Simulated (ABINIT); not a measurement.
Wanted: the native input for an ABINIT 10.8.3 (patched build) run.

```yaml
Task: band structure
Functional: SCAN
Potentials_or_basis: JTH PAW PBE v2.0
Cutoff: 626 eV
k_mesh: 6 × 6 × 20
Occupations: fermi-dirac, width 0.05 eV
Spin: no spin polarisation
Fine-grid_cutoff: 1224.51 eV
```

C:

```
C
1.0
     4.25517    0.00000    0.00000
     0.00000    4.25517    0.00000
     0.00000    0.00000    1.28229
C
1
Direct
  0.50000 0.50000 0.50000
```

The cell was built by a generator and needn't be a form met in nature.

The input as run:

run.abi

```
# Datasets: ground state, then fixed potential
ndtset 2

# Pseudopotentials
pp_dirpath "./"
pseudos "C.GGA_PBE-JTH.xml"

# Structure
acell 3*1.0
rprim
     8.0411059137     0.0000000000     0.0000000000
     0.0000000000     8.0411059137     0.0000000000
     0.0000000000     0.0000000000     2.4231769123
ntypat 1
znucl 6
natom 1
typat 1
xred
     0.5000000000     0.5000000000     0.5000000000

# Plane-wave basis
ecut 23.0
pawecutdg 45.0
pawovlp 30

# Exchange and correlation
ixc -263267
usekden 1
pawxcdev 0

# Bands and occupations
occopt 3
tsmear 0.00183747

# SCF cycle
nstep 100

# Output
iomode 3
prtwf 0
prteig 0
prtebands 0
enunit 1
prtden1 1
prtkden1 1

# Dataset 1
kptopt1 1
ngkpt1 6 6 20
nshiftk1 1
shiftk1 0.0 0.0 0.0
nband1 6
tolvrs1 1.0e-7

# Dataset 2: bands along G-X-M-G-Z-R-A-Z
iscf2 -2
getden2 1
getkden2 1
nband2 12
nbdbuf2 4
tolwfr2 1.0e-11
kptopt2 -7
ndivsm2 5
prteig2 1
kptbounds2
     0.0000000000     0.0000000000     0.0000000000
     0.0000000000     0.5000000000     0.0000000000
     0.5000000000     0.5000000000     0.0000000000
     0.0000000000     0.0000000000     0.0000000000
     0.0000000000     0.0000000000     0.5000000000
     0.0000000000     0.5000000000     0.5000000000
     0.5000000000     0.5000000000     0.5000000000
     0.0000000000     0.0000000000     0.5000000000
```

Potentials or basis: JTH PAW PBE v2.0.

Launch:

```bash
$ abinit run.abi > log 2>&1
```

Results of the run:

- Pressure: -2.3 GPa
- Band gap on the k mesh: none (metal or under the smearing width)

Caveat: the atomic spheres overlap; the PAW data sets were made with another functional, which shifts forces and pressure a little.

It took 36 s on 1 thread of Intel(R) Xeon(R) 6975P-C (Granite Rapids), with other jobs on the host, peak memory 0.1 GiB.
